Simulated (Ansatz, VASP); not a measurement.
# One calculation of SnSe, two programs

File INCAR:

```
PREC = Accurate
ENCUT = 600
EDIFF = 1E-6
ISMEAR = 0
SIGMA = 0.02
LREAL = False
LASPH = True
NELM = 60
ALGO = Normal
ISIF = 3
LWAVE = False
LCHARG = False
GGA = PE
IVDW = 12
IBRION = 2
NSW = 100
EDIFFG = -0.005
```

The input KPOINTS:

```
Automatic mesh
0
Gamma
  10 10 10
```

The input POSCAR:

```
SnSe
1.0
    0.0000000000      3.0100000000      3.0100000000
    3.0100000000      0.0000000000      3.0100000000
    3.0100000000      3.0100000000      0.0000000000
Sn Se
1 1
Direct
    0.0000000000      0.0000000000      0.0000000000
    0.5000000000      0.5000000000      0.5000000000
```

Input for Ansatz:

```yaml
crystal:
  lattice:
    - [0.0, 3.01, 3.01]
    - [3.01, 0.0, 3.01]
    - [3.01, 3.01, 0.0]
  atoms:
    - { symbol: Sn, position: [0.0, 0.0, 0.0] }
    - { symbol: Se, position: [0.5, 0.5, 0.5] }
basis:
  ecutwfc: 420
kpoints:
  mp_grid: { grid: [10, 10, 10] }
hamiltonian:
  xc: pbe
  dispersion: d3bj
scf:
  occupations: { method: gaussian, width: 0.02 }
output:
  forces: true
  stress: true
  eigenvalues: true
  write_density: true
  write_potential: true
  elf: true
  volumetric_format: npy
relax:
  adjacent_minimum: "off"
  f_tol: 0.005
  max_steps: 80
  cell: { stress_tol: 0.05 }
```

Measurements of this composition are mostly on another form, of space group No. 62.

Alike in both runs: task relaxation of cell and atoms; functional PBE; dispersion D3(BJ); k mesh 10 × 10 × 10; occupations gaussian, width 0.02 eV; no spin polarisation.

|  | VASP | Ansatz |
| --- | --- | --- |
| version | VASP 6.6.1 | Ansatz 0.2.0 |
| potentials or method | VASP PAW PBE potentials, release 64 (Sn_d, Se) | scalar-relativistic, plane waves, PAW |
| plane-wave cutoff (eV) | 600 | 420 |
| valence electrons in the cell | 20 | 30 |

```csv
,VASP,Ansatz,Ansatz less VASP
"gap on the k mesh at the Fermi level, each at its own relaxed structure (eV)",0.52,0.52,0.000
relaxed volume (Å³/atom),26.70,26.70,-0.005
relaxed cell length with the largest relative difference (Å),4.227,4.227,-0.0003
energy change over the relaxation (meV/atom),-2,-2,-0.1
```

The two sets of potentials don't hold the same shells in valence. Ansatz warned: «relaxed_geometry_near_dispersion_switch».

Caveats: spin-orbit coupling is left out, which moves the levels of the heavy elements. A k mesh can miss the band edges.
